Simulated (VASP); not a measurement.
# Sc (P6_3/mmc) in VASP: further runs, part 2 of 2

VASP 6.6.1.

**4. Density of states, PBE+D4+U**

Contents of run.py:

```python
from ase import Atoms
from ase.calculators.vasp import Vasp
from ase.dft.dos import DOS

atoms = Atoms(
    ['Sc', 'Sc'],
    cell=[[3.309, 0.0, 0.0], [-1.6545, 2.8656780611, 0.0], [0.0, 0.0, 5.2733]],
    scaled_positions=[[0.6666666667, 0.3333333333, 0.75], [0.3333333333, 0.6666666667, 0.25]],
    pbc=True,
)
calc = Vasp(
    directory='calc',
    xc='pbe',
    pp='PBE',
    setups='materialsproject',
    prec='Accurate',
    encut=520,
    ediff=1e-06,
    ismear=0,
    sigma=0.05,
    lreal=False,
    lasph=True,
    nelm=100,
    algo='Normal',
    isif=2,
    lwave=False,
    lcharg=False,
    lmaxmix=4,
    ldautype=1,
    ldauprint=1,
    ivdw=13,
    lorbit=11,
    ldau_luj={'Sc': {'L': 2, 'U': 6.2, 'J': 1.0}},
    kpts=[9, 9, 5],
    gamma=True,
)
atoms.calc = calc

print('energy (eV):', atoms.get_potential_energy())
print('free energy (eV):', atoms.get_potential_energy(force_consistent=True))
print('forces (eV/A):')
print(atoms.get_forces())
print('stress (eV/A^3, Voigt):', atoms.get_stress())
print('Fermi level (eV):', calc.get_fermi_level())
dos = DOS(calc, width=0.2, window=(-10, 10), npts=301)
print('E - E_F (eV), DOS (1/eV)')
for e, g in zip(dos.get_energies(), dos.get_dos()):
    print(f'{e:8.3f} {g:10.4f}')
```

Started as:

```console
python run.py
```

It took 31 s on 1 thread of Intel Xeon Platinum 8559C (Emerald Rapids), shared host; peak memory 0.17 GiB.

Results (log left out):

| Quantity | Value |
| --- | --- |
| Free energy | -9.0300 eV |
| Pressure | 6.5 GPa |
| Band gap on the k mesh | none (metal or under the smearing width) |
| Valence electrons inside the program's atomic spheres | Sc 9.16 |
| Dispersion energy per atom | -0.263 eV |

Stress tensor (GPa, compression positive):
```
6.74 0.00 0.00
0.00 6.74 0.00
0.00 0.00 5.99
```

Levels at points of the mesh, in eV from the Fermi level:
```csv
k point,band 7,band 8,band 9,band 10,band 11,band 12,band 13,band 14,band 15
"(0.00, 0.00, 0.00)",-29.41,-29.40,-5.85,-1.78,-0.34,2.16,2.16,2.29,2.61
```

States per cell in windows of 0.5 eV (zero at the Fermi level; states under -8 eV left out):
| from (eV) | total | Sc1_d | Sc2_d | Sc1_p | Sc2_p | Sc1_s | Sc2_s |
| --- | --- | --- | --- | --- | --- | --- | --- |
| -8.0 | 0.00 | 0.00 | 0.00 | 0.00 | 0.00 | 0.00 | 0.00 |
| -7.5 | 0.00 | 0.00 | 0.00 | 0.00 | 0.00 | 0.00 | 0.00 |
| -7.0 | 0.00 | 0.00 | 0.00 | 0.00 | 0.00 | 0.00 | 0.00 |
| -6.5 | 0.00 | 0.00 | 0.00 | 0.00 | 0.00 | 0.00 | 0.00 |
| -6.0 | 0.01 | 0.00 | 0.00 | 0.00 | 0.00 | 0.00 | 0.00 |
| -5.5 | 0.11 | 0.00 | 0.00 | 0.00 | 0.00 | 0.02 | 0.02 |
| -5.0 | 0.12 | 0.00 | 0.00 | 0.00 | 0.00 | 0.02 | 0.02 |
| -4.5 | 0.20 | 0.00 | 0.00 | 0.00 | 0.00 | 0.03 | 0.03 |
| -4.0 | 0.30 | 0.00 | 0.00 | 0.01 | 0.01 | 0.04 | 0.04 |
| -3.5 | 0.21 | 0.00 | 0.00 | 0.01 | 0.01 | 0.02 | 0.02 |
| -3.0 | 0.43 | 0.01 | 0.01 | 0.02 | 0.02 | 0.04 | 0.04 |
| -2.5 | 0.45 | 0.02 | 0.02 | 0.02 | 0.02 | 0.04 | 0.04 |
| -2.0 | 0.63 | 0.05 | 0.05 | 0.03 | 0.03 | 0.04 | 0.04 |
| -1.5 | 0.63 | 0.07 | 0.07 | 0.03 | 0.03 | 0.03 | 0.03 |
| -1.0 | 0.75 | 0.11 | 0.11 | 0.03 | 0.03 | 0.02 | 0.02 |
| -0.5 | 1.45 | 0.26 | 0.26 | 0.07 | 0.07 | 0.01 | 0.01 |
| 0.0 | 1.73 | 0.35 | 0.35 | 0.07 | 0.07 | 0.00 | 0.00 |
| 0.5 | 0.67 | 0.17 | 0.17 | 0.01 | 0.01 | 0.00 | 0.00 |
| 1.0 | 1.77 | 0.49 | 0.49 | 0.05 | 0.05 | 0.01 | 0.01 |
| 1.5 | 2.19 | 0.69 | 0.69 | 0.04 | 0.04 | 0.01 | 0.01 |
| 2.0 | 1.41 | 0.50 | 0.50 | 0.01 | 0.01 | 0.00 | 0.00 |
| 2.5 | 0.95 | 0.35 | 0.35 | 0.01 | 0.01 | 0.00 | 0.00 |
| 3.0 | 0.00 | 0.00 | 0.00 | 0.00 | 0.00 | 0.00 | 0.00 |
| 3.5 | 0.00 | 0.00 | 0.00 | 0.00 | 0.00 | 0.00 | 0.00 |
| 4.0 | 0.00 | 0.00 | 0.00 | 0.00 | 0.00 | 0.00 | 0.00 |
| 4.5 | 0.00 | 0.00 | 0.00 | 0.00 | 0.00 | 0.00 | 0.00 |

Eigenvalues of the final occupation matrices:
```
    site  spin  trace               eigenvalues
site 1 d     1   0.34  0.07 0.07 0.07 0.07 0.07
site 1 d     2   0.34  0.07 0.07 0.07 0.07 0.07
site 2 d     1   0.34  0.07 0.07 0.07 0.07 0.07
site 2 d     2   0.34  0.07 0.07 0.07 0.07 0.07
```

Caveat: U without spin polarisation on a metal has little footing; pairwise dispersion overbinds metals, which lowers pressure and volume; the U is typed as a test and isn't derived for this compound.

**5. Equation of state, LDA**

Contents of run.py:

```python
from ase import Atoms
from ase.calculators.vasp import Vasp
from ase.eos import EquationOfState
from ase.io import Trajectory
from ase.units import GPa

atoms = Atoms(
    ['Sc', 'Sc'],
    cell=[[3.309, 0.0, 0.0], [-1.6545, 2.8656780611, 0.0], [0.0, 0.0, 5.2733]],
    scaled_positions=[[0.6666666667, 0.3333333333, 0.75], [0.3333333333, 0.6666666667, 0.25]],
    pbc=True,
)
calc = Vasp(
    directory='calc',
    xc='lda',
    pp='LDA',
    setups='recommended',
    prec='Accurate',
    encut=520,
    ediff=1e-06,
    ismear=0,
    sigma=0.05,
    lreal=False,
    lasph=True,
    nelm=60,
    algo='Fast',
    isif=2,
    lwave=False,
    lcharg=False,
    kpts=[9, 9, 5],
    gamma=True,
)
atoms.calc = calc
cell = atoms.cell.copy()
volumes, energies = [], []
traj = Trajectory('eos.traj', 'w')
for x in [0.94, 0.96, 0.98, 1.0, 1.02, 1.04, 1.06]:
    atoms.set_cell(cell * x ** (1 / 3), scale_atoms=True)
    volumes.append(atoms.get_volume())
    energies.append(atoms.get_potential_energy())
    traj.write(atoms)
    print(f'{x:5.2f} {volumes[-1]:12.5f} {energies[-1]:14.6f}')

v0, e0, B = EquationOfState(volumes, energies, eos='birchmurnaghan').fit()
print(f'V0 = {v0:.4f} A^3, E0 = {e0:.6f} eV, B = {B / GPa:.2f} GPa')
```

Potentials or basis: VASP PAW LDA potentials, release 64 (Sc_sv).

Started as:

```console
python run.py
```

Log:

```text
0.94     47.00397     -13.425164
 0.96     48.00405     -13.407432
 0.98     49.00413     -13.383254
 1.00     50.00422     -13.353211
 1.02     51.00430     -13.317850
 1.04     52.00439     -13.277606
 1.06     53.00447     -13.232961
<dir> UserWarning: The minimum volume of your fit is not in your volumes.  You may not have a minimum in your dataset!
  warnings.warn(
V0 = 45.1516 A^3, E0 = -13.438800 eV, B = 60.89 GPa
```

OUTCAR:

```text
ENCUT = 520.000000
   EDIFF = 1.00e-06
   PREC = Accurate
   ISIF = 2
   ISMEAR = 0
   NELM = 60
   LASPH = .TRUE.
   LREAL = .FALSE.

 ion  position               nearest neighbor table
   1  0.667  0.333  0.750-   2 3.32   2 3.32   2 3.32   2 3.32   2 3.32   2 3.32
   2  0.333  0.667  0.250-   1 3.32   1 3.32   1 3.32   1 3.32   1 3.32   1 3.32

  LATTYP: Found a hexagonal cell.
 ALAT       =     3.3738988294
 C/A-ratio  =     1.5936234512

  Lattice vectors:

 A1 = (   3.3738988294,   0.0000000000,   0.0000000000)
 A2 = (  -1.6869494147,   2.9218820960,   0.0000000000)
 A3 = (   0.0000000000,   0.0000000000,   5.3767242965)

Analysis of symmetry for initial positions (statically):
=====================================================================
 Subroutine PRICEL returns:
 Original cell was already a primitive cell.

 Routine SETGRP: Setting up the symmetry group for a
 hexagonal supercell.

 Subroutine GETGRP returns: Found 24 space group operations
 (whereof 12 operations were pure point group operations)
 out of a pool of 24 trial point group operations.

The static configuration has the point symmetry D_3d.
 The point group associated with its full space group is D_6h.

Analysis of symmetry for dynamics (positions and initial velocities):
=====================================================================
 Subroutine PRICEL returns:
 Original cell was already a primitive cell.

 Routine SETGRP: Setting up the symmetry group for a
 hexagonal supercell.

 Subroutine GETGRP returns: Found 24 space group operations
 (whereof 12 operations were pure point group operations)
 out of a pool of 24 trial point group operations.

The dynamic configuration has the point symmetry D_3d.
 The point group associated with its full space group is D_6h.

 Subroutine INISYM returns: Found 24 space group operations
 (whereof 12 operations are pure point group operations),
 and found     1 'primitive' translations

----------------------------------------------------------------------------------------

                                     Primitive cell

  volume of cell :      53.0045

  direct lattice vectors                    reciprocal lattice vectors
     3.373898829  0.000000000  0.000000000     0.296393001  0.171122579  0.000000000
    -1.686949415  2.921882096  0.000000000     0.000000000  0.342245158  0.000000000
     0.000000000  0.000000000  5.376724296     0.000000000  0.000000000  0.185986847
[... 105 lines left out ...]
   PSTRESS=    0.0 pullay stress
   NELECT =      22.0000    total number of electrons
   NUPDOWN=      -1.0000    fix difference up-down
   EMIN   =  10.00;   EMAX   =-10.00  energy-range for DOS
   EFERMI =   0.00;   METHOD = LEGACY
   ISMEAR =     0;   SIGMA  =   0.05  broadening in eV -4-tet -1-fermi 0-gaus
   EFERMI_NEDOS =   21; number of points for ismear=-14 and -15
   IALGO  =     68    algorithm
   IMIX   =      4    mixing-type and parameters
     AMIX     =   0.40;   BMIX     =  1.00
     AMIX_MAG =   1.60;   BMIX_MAG =  1.00
  volume/ion in A,a.u.               =      26.50       178.85
  Fermi-wavevector in a.u.,A,eV,Ry     =   1.221176  2.307688 20.289968  1.491271
  Thomas-Fermi vector in A             =   2.356367
   LORBIT       =      0    0 simple, 1 ext, 2 COOP (PROOUT), +10 PAW based schemes
   GGA     = CA    functional components
   LHFCALC =     F    Hartree Fock is set to
   AEXX    =    0.0000 exact exchange contribution
   IVDW    =     0    specifies the selected vdW correction
   LEPSILON=     F    determine dielectric tensor
   LRPA    =     F    only Hartree local field effects (RPA)
 non-spin polarized calculation
 RMM-DIIS sequential band-by-band and
 Gauss-broadening in eV      SIGMA  =   0.05
  energy-cutoff  :      520.00
  volume of cell :       53.00
 maximum number of plane-waves:      1442
 NGX is ok and might be reduce to    28

 number of electron      22.0000005 magnetization

 Free energy of the ion-electron system (eV)
  ---------------------------------------------------
  ext. energy  EPLUGINS =         0.00000000
  ---------------------------------------------------
  free energy    TOTEN  =       -13.23668688 eV

  energy without entropy =      -13.22923583  energy(sigma->0) =      -13.23296135

 E-fermi :   3.0481     XC(G=0):  -9.8495

 val. band max:        3.0395453424   @ k =   0.3333   0.1111   0.4000
 cond. band min:       3.0494149295   @ k =   0.4444   0.1111   0.4000
 fundamental gap:      0.0098695871
 Fermi energy:         3.0480615241

 k-point     1 :       0.0000    0.0000    0.0000
  band No.  band energies     occupation
      1     -45.9557      2.00000
      2     -45.9052      2.00000
      3     -25.0647      2.00000
      4     -24.7953      2.00000
      5     -24.7953      2.00000
      6     -24.7466      2.00000
      7     -24.7466      2.00000
      8     -24.7290      2.00000
      9      -1.8913      2.00000
     10       1.4468      2.00000
     11       3.4637      0.00000
     12       4.5051      0.00000
     13       4.5163      0.00000
     14       4.6202      0.00000
[... 617 lines left out ...]
      2     -45.8997      2.00000
      3     -24.9937      2.00000
      4     -24.9937      2.00000
      5     -24.9418      2.00000
      6     -24.9093      2.00000
      7     -24.7950      2.00000
      8     -24.7950      2.00000
      9       2.6725      2.00000
     10       2.7275      2.00000
     11       2.8067      2.00000
     12       2.8067      2.00000
     13       3.3914      0.00000
     14       3.3914      0.00000
     15       5.0211      0.00000

------------------------ aborting loop because EDIFF is reached ----------------------------------------

  FORCE on cell =-STRESS in cart. coord.  units (eV):
  Direction    XX          YY          ZZ          XY          YZ          ZX
  --------------------------------------------------------------------------------------
  -------------------------------------------------------------------------------------
  Total       -2.3335448     -2.3335448     -2.8181552      0.0000000      0.0000000      0.0000000
  in kB      -70.5365488    -70.5365488    -85.1849696      0.0000000      0.0000000      0.0000000
  external PRESSURE =     -75.4193557 kB  Pullay stress =       0.0000000 kB

 VOLUME and BASIS-vectors are now :
 -----------------------------------------------------------------------------
  energy-cutoff  :      520.00
  volume of cell :       53.00
      direct lattice vectors                 reciprocal lattice vectors
     3.373898829  0.000000000  0.000000000     0.296393001  0.171122579  0.000000000
    -1.686949415  2.921882096  0.000000000     0.000000000  0.342245158  0.000000000
     0.000000000  0.000000000  5.376724296     0.000000000  0.000000000  0.185986847

 POSITION                                       TOTAL-FORCE (eV/Angst)
 -----------------------------------------------------------------------------------
      1.68695      0.97396      4.03254        -0.000000     -0.000000      0.000000
     -0.00000      1.94792      1.34418         0.000000      0.000000      0.000000
 -----------------------------------------------------------------------------------
    total drift:                                0.000000     -0.000000      0.000000

  FREE ENERGIE OF THE ION-ELECTRON SYSTEM (eV)
  ---------------------------------------------------
  free  energy   TOTEN  =       -13.2366868778 eV

  energy  without entropy=      -13.2292358258  energy(sigma->0) =      -13.23296135
```

INCAR:

```text
ENCUT = 520.000000
SIGMA = 0.050000
EDIFF = 1.00e-06
ALGO = Fast
PREC = Accurate
ISIF = 2
ISMEAR = 0
NELM = 60
LASPH = .TRUE.
LCHARG = .FALSE.
LWAVE = .FALSE.
LREAL = .FALSE.
```

Wall time 4 min (1 thread of Intel Xeon Platinum 8559C (Emerald Rapids), shared host); peak memory 0.15 GiB.

Results:

```
Equilibrium volume                        : 22.58 Å³/atom (rough: see the caveat)
Bulk modulus at fixed shape and positions : 61 GPa (rough)
```

Energy against volume, from the lowest point:
```csv
volume (Å³/atom),energy (meV/atom)
23.502,0.00
24.002,8.87
24.502,20.95
25.002,35.98
25.502,53.66
26.002,73.78
26.502,96.10
```

Caveat: the minimum lies outside the volumes run; the cell was scaled at fixed shape and fractional positions, which overstates the stiffness of a crystal with free parameters, most of all of layers and chains.

**6. Electrostatic potential, PBE+D4+U, collinear spin, random start**

Contents of INCAR:

```
SYSTEM = Sc
  PREC = Accurate
  ENCUT = 500
  EDIFF = 1E-7
  ISMEAR = 1
  SIGMA = 0.2
  LREAL = .FALSE.
  LASPH = .TRUE.
  NELM = 100
  ALGO = Fast
  ISIF = 2
  LWAVE = .FALSE.
  LCHARG = .TRUE.
  ISPIN = 2
  MAGMOM = 0.35 -0.26
  LORBIT = 11
  LMAXMIX = 4
  LDAU = .TRUE.
  LDAUTYPE = 2
  LDAUL = 2
  LDAUU = 7
  LDAUJ = 0
  LDAUPRINT = 1
  GGA = PE
  IVDW = 13
  LVHAR = .TRUE.
```

Contents of KPOINTS:

```
Automatic mesh
0
G
  9 9 5
  0 0 0
```

Contents of POSCAR:

```
Sc
1.0
    3.3090000000      0.0000000000      0.0000000000
   -1.6545000000      2.8656780611      0.0000000000
    0.0000000000      0.0000000000      5.2733000000
Sc
2
Direct
    0.6666666667      0.3333333333      0.7500000000
    0.3333333333      0.6666666667      0.2500000000
```

Potentials or basis: VASP PAW PBE potentials, release 64 (Sc_sv).

Started as:

```console
cat potpaw_PBE.64/Sc_sv/POTCAR > POTCAR
mpirun -np 1 vasp_std > vasp.out
```

Run time: 76 s. Hardware: 1 thread of Intel Xeon Platinum 8488C (Sapphire Rapids), shared host; peak memory 0.19 GiB.

The run converged. Its results:

```
Free energy                                           : -7.9516 eV
Pressure                                              : 9.6 GPa
Band gap on the k mesh                                : none (metal or under the smearing width)
Net moment                                            : 0.00 μB per cell
Valence electrons inside the program's atomic spheres : Sc 9.10
Dispersion energy per atom                            : -0.263 eV
```

Stress tensor (GPa, compression positive):
```
9.63 0.00 0.00
0.00 9.63 0.00
0.00 0.00 9.47
```

Levels at points of the mesh, in eV from the Fermi level:
Spin up:
```csv
k point,band 9,band 10,band 11,band 12,band 13,band 14
"(0.00, 0.00, 0.00)",-6.10,-1.84,-0.60,2.38,2.38,2.53
```
Spin down:
| k point | band 8 | band 9 | band 10 | band 11 | band 12 | band 13 | band 14 | band 15 |
| --- | --- | --- | --- | --- | --- | --- | --- | --- |
| (0.00, 0.00, 0.00) | -29.93 | -6.10 | -1.84 | -0.60 | 2.38 | 2.38 | 2.51 | 2.85 |

Eigenvalues of the final occupation matrices:
```
    site  spin  trace               eigenvalues
site 1 d     1   0.30  0.06 0.06 0.06 0.06 0.06
site 1 d     2   0.30  0.06 0.06 0.06 0.06 0.06
site 2 d     1   0.30  0.06 0.06 0.06 0.06 0.06
site 2 d     2   0.30  0.06 0.06 0.06 0.06 0.06
```

Caveat: pairwise dispersion overbinds metals, which lowers pressure and volume; the U is typed as a test and isn't derived for this compound.

**7. The reference run**

An earlier run on the cell as given: functional PBE; potentials or basis VASP PAW PBE potentials, release 64 (Sc_sv); cutoff 520 eV; k mesh 9 × 9 × 5; occupations fermi-dirac, width 0.05 eV; no spin polarisation.

* Pressure: -0.6 GPa
* Band gap on the k mesh: none (metal or under the smearing width)

**8. Summary**

| task | level | potentials or basis | spin | U | cell | cutoff (eV) | smearing | LDAUTYPE | hund's J | gap on the mesh (eV) | pressure (GPa) |
| --- | --- | --- | --- | --- | --- | --- | --- | --- | --- | --- | --- |
| density of states | TB-mBJ | VASP PAW PBE potentials, release 54 (Sc_sv) | off | - | volume scaled by 0.96 | 520 | tetrahedron | - | - | none | - |
| electric field gradients | revPBE+dDsC+U | VASP PAW PBE potentials, release 64 (Sc_sv) | off | Sc d U = 4.5 eV | atoms moved at random, drawn with an rms of 0.15 Å | 500 | gaussian 0.05 eV | - | - | none | 6.1 |
| density of states | PBE+D4+U | VASP PAW PBE potentials, release 64 (Sc_sv) | off | Sc d U = 6.2 eV, J = 1.0 eV | as given | 520 | gaussian 0.05 eV | 1 | 1 | none | 6.5 |
| equation of state | LDA | VASP PAW LDA potentials, release 64 (Sc_sv) | off | - | as given | 520 | gaussian 0.05 eV | - | - | - | - |
| electrostatic potential | PBE+D4+U | VASP PAW PBE potentials, release 64 (Sc_sv) | collinear, random start | Sc d U = 7 eV | as given | 500 | methfessel-paxton 0.2 eV | - | - | none | 9.6 |
| single point | PBE | VASP PAW PBE potentials, release 64 (Sc_sv) | off | - | as given | 520 | fermi-dirac 0.05 eV | - | - | none | -0.6 |

Alike in all rows: k mesh 9 × 9 × 5.

Caveats: pairwise dispersion overbinds metals, which lowers pressure and volume (some runs); the U is typed as a test and isn't derived for this compound (some runs); the PAW data sets were made with another functional, which shifts forces and pressure a little (some runs); U without spin polarisation on a metal has little footing (some runs); the minimum lies outside the volumes run (some runs); the cell was scaled at fixed shape and fractional positions, which overstates the stiffness of a crystal with free parameters, most of all of layers and chains (some runs).

Absolute energies hang on the potentials; compare differences alone.
